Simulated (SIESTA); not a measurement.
Crystal: Sb.

```
Sb
1.0
     2.15420    1.24373    3.75800
    -2.15420    1.24373    3.75800
     0.00000   -2.48746    3.75800
Sb
2
Direct
  0.76651 0.76651 0.76651
  0.23349 0.23349 0.23349
```

Base run:

```yaml
Program: SIESTA 5.4.2
Functional: RPBE
Potentials_or_basis: PseudoDojo 0.4 standard (PBE files)
Basis: DZP (energy shift 0.003 Ry; two zetas on semicore shells)
Grid_cutoff: 500 Ry
Energy_shift: 0.003 Ry
k_mesh: 8 × 8 × 8
Occupations: fermi-dirac, width 0.05 eV
Spin: no spin polarisation
```

Its results: band gap on the k mesh none (metal or under the smearing width); pressure 4.9 GPa; largest force 0.397 eV/Å.

After a change of settings the same cell gave: band gap on the k mesh none (metal or under the smearing width); pressure -0.3 GPa; largest force 0.234 eV/Å. Which change was it?
A. functional from RPBE to WC; potentials or basis from PseudoDojo 0.4 standard (PBE files) to PseudoDojo 0.4 standard (PBEsol files)
B. functional from RPBE to PBEsol; potentials or basis from PseudoDojo 0.4 standard (PBE files) to PseudoDojo 0.4 standard (PBEsol files)
C. functional from RPBE to AM05; potentials or basis from PseudoDojo 0.4 standard (PBE files) to PseudoDojo 0.4 standard (PBEsol files)
D. functional from RPBE to LDA; potentials or basis from PseudoDojo 0.4 standard (PBE files) to PseudoDojo 0.4 standard (LDA files)

D.

Caveats: spin-orbit coupling is left out, which moves the levels of the heavy elements; the basis of atomic orbitals isn't converged, which shifts pressures, moduli and gaps; the potentials were made for another functional, which shifts forces and pressure (some runs).
